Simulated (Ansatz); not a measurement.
# Calculated with Ansatz: Mg$_{2}$Si, relaxation

Input:

```yaml
crystal:
  lattice:
    - [0.0, 3.163595, 3.163595]
    - [3.163595, 0.0, 3.163595]
    - [3.163595, 3.163595, 0.0]
  atoms:
    - { symbol: Mg, position: [0.25, 0.25, 0.25] }
    - { symbol: Mg, position: [0.75, 0.75, 0.75] }
    - { symbol: Si, position: [0.0, 0.0, 0.0] }
  symmetry: { tolerance: 0.0003 }
kpoints:
  mp_grid: { grid: [8, 8, 8], shift: [0, 0, 0] }
magnetization:
  spin_polarized: false
scf:
  occupations: { method: fermi_dirac, width: 0.0161 }
  lower_state_search: "off"
hamiltonian:
  pseudopotentials: { kind: paw }
  xc: pbe
basis:
  ecutwfc: 420
  fft_grid_basis: typed
relax:
  max_steps: 80
  cell: { p_target: 20.0 }
output:
  forces: true
  stress: true
  eigenvalues: true
  bader: true
  populations: true
  elf: true
  write_potential: true
  volumetric_format: npy
  dos:
    e_range: [-12, 8]
    de: 0.05
    projected: { site_lists: { Mg: [Mg], Si: [Si] } }
checkpoint:
  read: saved_state
```

Run with:

```bash
ansatz run input.yaml --threads 2 --pin off --max-ram 2560MiB --backend cpu --events-out ev --progress --plain --runs-dir out
```

Origin of the cell: a database entry, scaled a little.

The saved state is a converged single point of the same cell.

Steps («new basis» is an SCF on plane waves selected anew at the same cell):

```tsv
step	ΔH (meV/atom)	max force component (eV/Å)	P (GPa)	volume (Å³)	SCF iterations	step was
1	0.0	0.000	0.99	63.32	4	accepted
2	-254.1	0.000	12.66	54.51	5	accepted
3	-279.7	0.000	22.36	50.13	5	accepted
4	-281.9	0.000	19.82	51.13	4	accepted
5	-281.9	0.000	20.00	51.06	3	accepted
6	-281.7	0.000	19.99	51.06	4	new basis
```

The starting structure.

Space group Fm-3m (No. 225); the run's cell has a = 4.474 Å, b = 4.474 Å, c = 4.474 Å, α = 60.00°, β = 60.00°, γ = 60.00°. Shortest distances: Mg–Si 2.74 Å, Mg–Mg 3.16 Å.

The relaxed structure.

Space group Fm-3m (No. 225); the run's cell has a = 4.164 Å, b = 4.164 Å, c = 4.164 Å, α = 60.00°, β = 60.00°, γ = 60.00°. Shortest distances: Mg–Si 2.55 Å, Mg–Mg 2.94 Å.

```
CELL_PARAMETERS angstrom
0.00000 2.94444 2.94444
2.94444 0.00000 2.94444
2.94444 2.94444 0.00000
ATOMIC_POSITIONS crystal
Mg 0.25000 0.25000 0.25000
Mg 0.75000 0.75000 0.75000
Si 0.00000 0.00000 0.00000
```

* Enthalpy lowered by: 281.7 meV/atom
* Volume change: -19.38 %
* Final pressure: 19.99 GPa
* Relaxation steps listed: 6

Caveats: the relaxation held the start's symmetry, so the end may be a saddle point.

The run took 23 s on 2 threads of Arm Neoverse N1, with other jobs on the host, peak memory 0.39 GiB, from a saved density.
